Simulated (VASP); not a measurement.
MgSi:

```
Si Mg
1.0
     1.50251   -5.42602    0.00000
     1.50251    5.42602    0.00000
     0.00000    0.00000    4.34018
Si Mg
2 2
Direct
  0.57064 0.42936 0.75000
  0.42936 0.57064 0.25000
  0.16838 0.83162 0.25000
  0.83162 0.16838 0.75000
```

The cell comes from a database or a generator and needn't be the stable form of this composition.

- Program: VASP 6.6.1
- Task: relaxation of cell and atoms
- Functional: LAK
- Potentials or basis: VASP PAW PBE potentials, release 64 (Si, Mg)
- Cutoff: 600 eV
- k mesh: 9 × 9 × 6
- Occupations: gaussian, width 0.05 eV
- Spin: no spin polarisation

At the start: pressure -3.2 GPa; volume 17.69 Å³/atom.

Problem. How do energy, volume and symmetry change on relaxing?

Solution. Over 14 steps the energy falls by 19.7 meV/atom and the volume is 16.94 Å³/atom (-4.3 %); space group Cmcm (No. 63, to 0.05 Å).

The path:
```tsv
step	energy change (eV)	largest force (eV/Å)	pressure (GPa)	volume (Å³)
1	0.0000	0.2109	-3.20	70.77
2	-0.0467	0.1395	0.14	67.21
3	-0.0470	0.1306	0.47	66.91
4	-0.0572	0.1076	0.40	66.87
5	-0.0641	0.0320	0.37	66.79
6	-0.0692	0.0237	-0.05	67.27
7	-0.0698	0.0245	-0.17	67.43
8	-0.0719	0.0144	-0.32	67.75
9	-0.0717	0.1154	-0.73	68.38
10	-0.0733	0.0339	-0.47	68.00
11	-0.0773	0.0783	-0.06	67.81
12	-0.0774	0.0814	-0.03	67.80
13	-0.0786	0.0287	0.00	67.77
14	-0.0788	0.0080	0.01	67.75
```

Final structure:
```yaml
crystal:
  lattice:
    - [1.46744, -5.18569, 0.00000]
    - [1.46744, 5.18569, 0.00000]
    - [0.00000, 0.00000, 4.45166]
  atoms:
    - { symbol: Si, position: [0.56791, 0.43209, 0.75000] }
    - { symbol: Si, position: [0.43209, 0.56791, 0.25000] }
    - { symbol: Mg, position: [0.16361, 0.83639, 0.25000] }
    - { symbol: Mg, position: [0.83639, 0.16361, 0.75000] }
```

Caveat: the PAW data sets were made with another functional, which shifts forces and pressure a little.
